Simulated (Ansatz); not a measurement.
# Electron scattering at the Σ11 (113) boundary in fcc Al with Ag (substitutional), part 2 of 2

Aim: the relaxed structure and the specific resistance of the Σ11 (113) boundary in fcc Al with Ag (substitutional).

Ansatz 0.2.0; Ansatz plane-wave DFT, PBE, PAW files; relaxation of a bicrystal slab with its lowest layers held; PAW set soft_1 (the session's first sound run).

So far. Step 2 (Relaxing the bicrystal): The largest force component on a free atom ends at 0.0033 eV/Å, under the tolerance of 0.03, after 5 steps.

## Step 3: Transmission across the boundary

Bulk layers of each grain are laid under and over the relaxed boundary, and a lead is named in the middle of each, away from the free faces. The mesh across the current, 22×22, is finer than the density's, because channels open and close sharply across the zone. Energies from -0.1 to 0.1 eV in steps of 0.05 eV are too few for the program's thermal sum, so it prints no conductance; for a metal the transmission near the Fermi level serves, at a fraction of the cost.

This step: Ansatz plane-wave DFT, PBE, PAW files; ballistic transport by layer matching (Landauer), zero bias; boundary relaxed in a short slab, bulk layers laid on; PAW set soft_1 (Ansatz 0.2.0).

System of this step: Σ11 (113) boundary in fcc Al with Ag (substitutional). The cell holds 36 atoms: 35 Al and 1 Ag. Its edges and angles: a = 2.862 Å, b = 4.958 Å, c = 50.860 Å, α = 90.0°, β = 90.0°, γ = 73.2°. It derives from Al. Regions: lower grain, 14 atoms (14 Al); boundary, 10 atoms (9 Al and 1 Ag); upper grain, 12 atoms (12 Al). Vacuum lies along c.

input.yaml reads:

```yaml
crystal:
  lattice:
    - [2.862347037, 0.0, 0.0]
    - [1.4311735185, 4.7466655708, 0.0]
    - [0.0, 0.0, 50.8596403341]
  atoms:
    - { symbol: Al, position: [4.9090909092, -9.8181818184, 0.0786478232] }
    - { symbol: Al, position: [4.6363636365, -9.272727273, 0.1026454148] }
    - { symbol: Al, position: [4.3636363637, -8.7272727275, 0.1266430064] }
    - { symbol: Al, position: [4.090909091, -8.181818182, 0.150640598] }
    - { symbol: Al, position: [3.8181818183, -7.6363636366, 0.1746381896] }
    - { symbol: Al, position: [3.5454545455, -7.0909090911, 0.1986357812] }
    - { symbol: Al, position: [3.2727272728, -6.5454545456, 0.2226333728] }
    - { symbol: Al, position: [3.0000000001, -6.0000000002, 0.2466309644] }
    - { symbol: Al, position: [2.7272727273, -5.4545454547, 0.270628556] }
    - { symbol: Al, position: [2.4545454546, -4.9090909092, 0.2946261476] }
    - { symbol: Al, position: [2.1818181819, -4.3636363638, 0.3186237391] }
    - { symbol: Al, position: [1.9090909091, -3.8181818183, 0.3426213307] }
    - { symbol: Al, position: [1.6363636364, -3.2727272728, 0.3666189223] }
    - { symbol: Al, position: [1.3636363637, -2.7272727274, 0.3906165139] }
    - { symbol: Al, position: [0.0909090909, 0.8181818181, 0.4146141055] }
    - { symbol: Al, position: [0.8207874816, 0.3584250369, 0.4386192563] }
    - { symbol: Al, position: [0.5479213911, 0.9041572179, 0.4636629559] }
    - { symbol: Al, position: [0.2751866561, 0.4496266879, 0.4855467844] }
    - { symbol: Ag, position: [-0.001670349, 0.003340698, 0.5135720576] }
    - { symbol: Al, position: [0.2679151786, 0.4641696427, 0.5392715033] }
    - { symbol: Al, position: [0.541806033, 0.9163879341, 0.5623174998] }
    - { symbol: Al, position: [0.8150650922, 0.3698698157, 0.5860093012] }
    - { symbol: Al, position: [0.0897108212, 0.8205783575, 0.610598822] }
    - { symbol: Al, position: [0.3634188972, 0.2731622055, 0.6333810777] }
    - { symbol: Al, position: [1.63614617, -3.27229234, 0.6573786693] }
    - { symbol: Al, position: [1.9088734427, -3.8177468854, 0.6813762609] }
    - { symbol: Al, position: [2.1816007154, -4.3632014309, 0.7053738524] }
    - { symbol: Al, position: [2.4543279882, -4.9086559764, 0.729371444] }
    - { symbol: Al, position: [2.7270552609, -5.4541105218, 0.7533690356] }
    - { symbol: Al, position: [2.9997825336, -5.9995650673, 0.7773666272] }
    - { symbol: Al, position: [3.2725098064, -6.5450196128, 0.8013642188] }
    - { symbol: Al, position: [3.5452370791, -7.0904741582, 0.8253618104] }
    - { symbol: Al, position: [3.8179643518, -7.6359287037, 0.849359402] }
    - { symbol: Al, position: [4.0906916246, -8.1813832492, 0.8733569936] }
    - { symbol: Al, position: [4.3634188973, -8.7268377946, 0.8973545852] }
    - { symbol: Al, position: [4.63614617, -9.2722923401, 0.9213521768] }
kpoints:
  mp_grid: { grid: [9, 9, 1] }
hamiltonian:
  xc: pbe
  pseudopotentials: { kind: paw, azcp: { folder: soft_1 } }
scf:
  occupations: { method: fermi_dirac, width: 0.1 }
output:
  transmission:
    leads: [[8, 9], [28, 29]]
    kmesh: [22, 22]
    e_range: [-0.1, 0.1]
    de: 0.05
  write_potential: true
  write_density: true
  volumetric_format: npy
  elf: true
```

The run is started by

```sh
ansatz run input.yaml --threads 4 --pin off --max-ram 15360MiB --backend cpu --events-out ev --progress --plain --runs-dir out
```

Numbers of over 12 decimals in the logs are rounded to 6 here.

Log:

```text
[...]
Crystal: 36 atoms, lattice volume = 691.010 Å³
Basis set: ecut = 420 eV, 13563 PW (Γ)
Bands: 98, of which v1, the nominal top of the filled ones, is band 62 counted from 1 (61 counted from 0)
Symmetry: 2 space group operations
[...]
k-points: 25 of 81 (time reversal used)
[...]
SCF iter   1: F=—  HF=-26405.585522 eV  |F-HF|=—  |Δ(HF+E_count)|=         —  Δρ=3.73e-2  dr2=6.67e1  ethr=3.10e-3  ⟨swp⟩=8.4  Hψ=13293  notcnv=0  defer=72
[...]
SCF iter   9: F=-26401.472995 eV  HF=-26401.472995 eV  |F-HF|=2.60e-8  |Δ(HF+E_count)|=   1.59e-8  Δρ=1.25e-6  dr2=3.96e-8  ethr=8.06e-11  ⟨swp⟩=30.4  Hψ=13152  notcnv=0
SCF 1 converged in 9 iterations: F = -26401.472995 eV  dr2 = 3.96e-8
[...]
transmission: 524 of 5187 steps passed
transmission: 1038 of 5187 steps passed
[...]
transmission: 5187 of 5187 steps passed
WARN: The output density's exchange-correlation potential varies sharply where the density is thin. Do not read a vacuum level from v_tot or v_xc, or from such a field of the output density. On a cell that repeats whose density bears no net charge and no dipole along the vacuum's axis use v_es (v_loc + v_h of the components); under efield.dipole_correction with no amplitude use v_es + v_field, which holds any externa [...]
SCF converged after 9 iterations
Free energy (F): -26401.472995 eV
[...]
Internal energy: -26400.956283 eV  (E = F + TS)
E sigma→0 (E₀):  -26401.214639 eV
Entropy (-TS):   -0.516712 eV (-14.353 meV/atom)
Fermi energy:    6.519121 eV
[...]
--- Band table (eV; the first three rows and the last of 25) ---
  k-point 0: bands = [... 58 lower, 5.3391, 5.4493, 5.5349, 5.7710, 5.9607, 6.1560, 6.5419, 6.6669, ... 32 higher]
  k-point 1: bands = [... 58 lower, 5.2914, 5.6601, 5.7551, 5.8965, 6.1312, 6.4731, 6.6671, 6.8491, ... 32 higher]
  k-point 2: bands = [... 58 lower, 6.1045, 6.1472, 6.2942, 6.5710, 6.6375, 6.7603, 6.9326, 7.2254, ... 32 higher]
  k-point 24: bands = [... 58 lower, 5.7636, 5.9768, 6.0980, 6.2647, 6.5141, 6.6274, 6.7350, 6.7762, ... 32 higher]
--- Transmission ---
  basis      : 119 plane waves across, 39 finite elements along
  points     : 133, standing for a mesh of 22 x 22
  energies   : 5 from -0.100000 to 0.100000 eV about the Fermi level, 0.050000 eV apart; the leads are filled to 0.000000 eV, and channels, transmission and decay are at 0.000000 eV
  crystal 0  : Al2, at the sites [8, 9], period 2.4410 Å, over 18.31 Å; its Hamiltonian steps by up to 13.3 meV
    offset         : up to 0.0000 Å between an atom of the period and one for which it stands
    channels       : 2.642562e0 a spin
    conductance    : none, the energies end too early or step too widely for 300 K: set another output.transmission.e_range or a lower de, or, where they end at an eighth of basis.ecutwfc, a higher one
[...]
channels       : 2.634298e0 a spin
[...]
junction   : crystal 0 to crystal 1, 13.15 to 37.71 Å
    transmission   : 1.413123e0 a spin
[...]
```

Elapsed: 3.3 min, on 4 threads of Arm Neoverse V2, shared host; peak memory 2.8 GiB.

This step gave:

| Property | Result |
| --- | --- |
| free energy | -26401.4730 eV |
| energy at zero smearing | -26401.2146 eV |
| Fermi energy | 6.519 eV |
| cell area | 13.59 Å² |
| transmission per spin nearest the Fermi level | 1.413 |
| open channels per spin nearest the Fermi level | 2.643 |
| open channels per spin, upper lead | 2.634 |
| step of the lead's potential | 13.3 meV |
| step of the upper lead's potential | 15.4 meV |

Per spin. Transmission, zone mean against energy, zero at the Fermi level:

```tsv
energy (eV)	transmission, zone mean
-0.1000	1.34
-0.0500	1.38
0.0000	1.41
0.0500	1.44
0.1000	1.48
```

Per spin. The open channels, zone mean by energy, zero at the Fermi level:

```tsv
energy (eV)	lead	upper lead
-0.1000	2.54	2.53
-0.0500	2.63	2.63
0.0000	2.64	2.63
0.0500	2.67	2.67
0.1000	2.70	2.70
```

Transmission over k1 and k2. At 0.0000 eV from the Fermi level.

Ten even steps from '_' (0.00) to '@' (2.58):
```
@@@@**::..************************....--%%##
++%%++::..**********************++....--%%**
++%%==::..******************##**++....**%%%%
%%@@==::..************########**==..::%%##@@
@@@@==::..**********######****++....--%%==%%
@@@@==::..++****######********--__::**####@@
%%%%++::....++**##**********++..__--**++##%%
++%%**--....++**********==--______##**##==@@
++@@##--....==++****====--..______--**%%##%%
@@%%%%--......--++----::::..______::--%%%%**
@@##%%**::..__..__..::::::..__..__..::**%%##
@@**%%%%--::______..::::----++--......--%%%%
++%%##%%**--______..--====****++==....--##@@
++@@==##**##______--==**********++....--**%%
%%%%##++**--__..++**********##**++....::++%%
@@@@####**::__--********######****++..::==@@
@@%%==%%--....++****######**********..::==@@
%%@@##%%::..==**########************..::==@@
++%%%%**....++**##******************..::==%%
++**%%--....++**********************..::++%%
@@##%%--....************************..::**@@
@@%%##--..++**********************++..--##%%
```
Columns: k1 (b1) from -0.5 to 0.455; rows upwards: k2 (b2) from -0.5 to 0.455.

Open channels over k1 and k2. At 0.0000 eV from the Fermi level.

Ten even steps from '_' (1.00) to '@' (5.00):
```
######::::++++::::::::::::::::::++::::::##++
++##::::::++++::::::::::::::::::++::::++##++
++##::::::++++::::::::::::::++++++::::######
##++::::::++++::::::::++++++++++++::::##++##
##++::::::++++::::::++++++::::::::::##@@++##
##++::::::++++::++++++::++++++::::::####@@@@
####::::::::++++++::++++++++++::::::##++@@##
++####::::::++++::++++++::::______++####++##
++####::::::++::++++::::::________::##@@++##
######++::::::::++::::__________::::######++
##++####::::::::______________::::::::####++
##++######::::__________::::++::::::::++####
++##++@@##::________::::::++++::++::::::####
++##++####++______::::++++++::++++::::::####
####@@++##::::::++++++++++::++++++::::::::##
##@@@@####::::::++++++::++++++::++++::::::++
####++@@##::::::::::++++++::::::++++::::::++
####++##::::++++++++++++::::::::++++::::::++
++######::::++++++::::::::::::::++++::::::##
++++##++::::++::::::::::::::::::++++::::::##
##++##::::::++::::::::::::::::::++++::::####
######::::++++::::::::::::::::::++++::::####
```
Columns: k1 (b1) from -0.5 to 0.455; rows upwards: k2 (b2) from -0.5 to 0.455.

ELF in the ca plane at fractional y = 0.000, with atoms of Al and Ag within 0.2 Å of it. It is the smooth field of the valence electrons, not physical close to the nuclei.

Ten even steps from '0' (0.05) to '9' (0.80), each cell a mean:
```
77653235676777677654224686423567776676776422
67764445776655677665423454324656776556776544
56776666776444664236532222236521465445677666
46777777765333551026642111246400155334677777
56777667765434552126632121246510265334677766
67765556776555676456422343225644676555777655
67754335677666677665324565323567776666776433
67643224676777776654225797422466777776676322
```
Columns run along c (16.0 Å, from fractional 0.34 to 0.66 of the cell), rows up along a (2.9 Å). Atoms in or near the plane, at fractional coordinates: Ag at (0.51, 0.00).

Valence density in the ca plane at fractional y = 0.000, with atoms of Al and Ag within 0.2 Å of it. It is the smooth field of the valence electrons, not physical close to the nuclei.

Ten steps, logarithmic in the rise over the least value, from '0' (0 e/Å³) to '9' (20 e/Å³), each cell a mean:
```
00000000000000000000025898510000000000000000
00000000000000000000013665310000000000000000
00000000000000000000001232100000000000000000
00000000000000000000000111000000000000000000
00000000000000000000001121100000000000000000
00000000000000000000012454210000000000000000
00000000000000000000014787410000000000010000
00000000000000000000026998520000000000000000
```
Columns run along c (16.0 Å, from fractional 0.34 to 0.66 of the cell), rows up along a (2.9 Å). Atoms in or near the plane, at fractional coordinates: Ag at (0.51, 0.00).

Electrostatic potential energy in the ca plane at fractional y = 0.000, with atoms of Al and Ag within 0.2 Å of it. With pseudopotentials it is smooth inside the atoms' cores, unlike the true potential.

Ten even steps from '0' (-19 eV) to '9' (8 eV), each cell a mean:
```
46899999864579998889970030179988899875468999
77899999877789985468983000488754689987788999
99999999999999853335898646897434368999899999
99998889999999844634899989997357448999999888
99999999999999843434899878997345358999999999
88899999888899864347896212688533479998889999
56899999875689987778971000289877799976578999
45799999854579999999960271079999999864468999
```
Columns run along c (16.0 Å, from fractional 0.34 to 0.66 of the cell; values clipped at the 3rd and 97th percentile), rows up along a (2.9 Å). Atoms in or near the plane, at fractional coordinates: Ag at (0.51, 0.00).

Over the solved energies the transmission per spin lies between 1.34 and 1.48, out of 2.64 channels of the lead on average (up to 2.70).

## Step 4: Specific resistance

This step: Ansatz plane-wave DFT, PBE, PAW files; ballistic transport by layer matching (Landauer), zero bias; specific resistance of the boundary; PAW set soft_1 (Ansatz 0.2.0).

Numbers from this step:

| Item | Value |
| --- | --- |
| area resistance | 0.5775 fΩ m² |
| T over the leads' mean channel count | 0.5354 |

Averaged over the energies near the Fermi level, 53.5 % of the channels pass, which makes 0.578 fΩ m².

By hand, with T and the leads' channels N averaged over the energies near the Fermi level: RA = A (h/2e²)(1/T − ½[1/N₁ + 1/N₂]) = 13.59×10⁻²⁰ m² × 12 906 Ω × (1/1.411 − ½[1/2.636 + 1/2.633]) = 0.578 fΩ m².

## Step 5: Outcome

```
specific resistance of the boundary : 0.578 fΩ m²
share of channels that pass         : 0.535
```

What this shows: The boundary has a specific resistance of 0.58 fΩ m². The boundary reflects 46 % of the channels; 0.58 fΩ m² is 5.8×10⁻¹² Ω·cm². That equals the resistance of 21 nm of bulk Al at 300 K (measured 2.733 µΩ cm, CRC Handbook of Chemistry and Physics, 84th ed., 2003, Electrical Resistivity of Pure Metals). One Ag in 13.6 Å² of boundary is a high coverage. Each plane of this narrow cell holds one atom, so the solute fills a whole plane. One starting structure was relaxed; another shift or atom count at the boundary may lie lower.

[Logs are printed without paths, hosts, clocks, repeated set-up lines and the standing remarks that a program may print on its own settings, such as how far it seeks lower states.]

[Hosts, paths, dates, database ids (printed as entryN), source tags and the programs' standing remarks are cut or masked in the printed files.]
